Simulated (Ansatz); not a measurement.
## The polar optical mode of MgTe at 16 GPa, worked through

Level of theory: DFT LDA, scalar-relativistic, plane waves, PAW (Ansatz). Settings: 420 eV plane-wave cutoff, Γ-centred 8×8×8 mesh, fixed occupations. No spin polarisation. Phonons by linear response, acoustic sum rule imposed.

The cell, relaxed at 16 GPa:
```cif
data_structure
_symmetry_space_group_name_H-M 'F-43m'
_symmetry_Int_Tables_number 216
_cell_length_a 5.8641
_cell_length_b 5.8641
_cell_length_c 5.8641
_cell_angle_alpha 90.000
_cell_angle_beta 90.000
_cell_angle_gamma 90.000
_cell_volume 201.65
loop_
_atom_site_label
_atom_site_type_symbol
_atom_site_symmetry_multiplicity
_atom_site_Wyckoff_symbol
_atom_site_fract_x
_atom_site_fract_y
_atom_site_fract_z
_atom_site_occupancy
Mg1 Mg 4 a 0.00000 0.00000 0.00000 1
Te1 Te 4 c 0.25000 0.25000 0.25000 1
```

Spin–orbit coupling is left out, which matters for heavy elements. Other phases may be more stable at this pressure.

Linear response gives ν_TO = 344.7 cm⁻¹, Born charges ±1.669 e (positive on Mg) and ε∞ = 5.920. The primitive cell holds 50.414 Å³, and the masses are 24.305 and 127.600 amu.

Question: Find ν_LO and the static dielectric constant.

Answer: The long-wave field adds a restoring force: ω_LO² − ω_TO² = Z*²e²/(ε_vac ε∞ μV). In these units ν_LO² − ν_TO² = 4.92064×10⁷ Z*²/(μ V ε∞) cm⁻², with μ = m₁m₂/(m₁ + m₂) = 20.416 amu: 22501 cm⁻². So ν_LO = √(344.7² + 22501) = 375.9 cm⁻¹, and the run gives 375.9. Lyddane–Sachs–Teller then gives ε0 = ε∞ (ν_LO/ν_TO)² = 7.04, against 7.04 in the run (it forms both from the same three quantities, so the match checks the arithmetic only). Between ν_TO and ν_LO the dielectric function is negative and an undamped crystal reflects fully: a reststrahlen band from 26.6 to 29.0 μm.

Question: What do the Clausius–Mossotti polarisability and the Szigeti charge come to?

Answer: With the Lorentz local field, α = (3V/4π)(ε∞ − 1)/(ε∞ + 2) = 7.48 Å³ for the pair, and e_S = 3Z*/(ε∞ + 2) = 0.63 e. The Born charge includes the electrons' response to the dipole's own local field, and e_S takes that enhancement out. The Lorentz field assumes point-like polarisable ions, a poor picture once ε∞ is this large, since the electron clouds then overlap or are shared, so both numbers are formal here.

Question: How strongly does a slow electron couple to the LO mode?

Answer: For one isotropic parabolic band, Fröhlich's constant is α_F = (1/ε∞ − 1/ε0) √(m* Ry/ħω_LO), with Ry = 13.606 eV, ħω_LO = 46.6 meV and m* in free-electron masses: α_F = 0.0269 × 17.09 × √m* = 0.46 √m*. The band mass isn't part of this run; for m* = 0.1, 0.3 and 1 it gives 0.15, 0.25, 0.46. In weak coupling the polaron lies α_F ħω_LO below the band edge (12 meV at m* = 0.3) with a mass m*(1 + α_F/6); past α_F of about 5 or 6 that expansion fails. A semilocal functional's ε∞ tends to be too large, which taken alone lowers α_F.

This zinc-blende form isn't the usual stable structure of the compound at low pressure.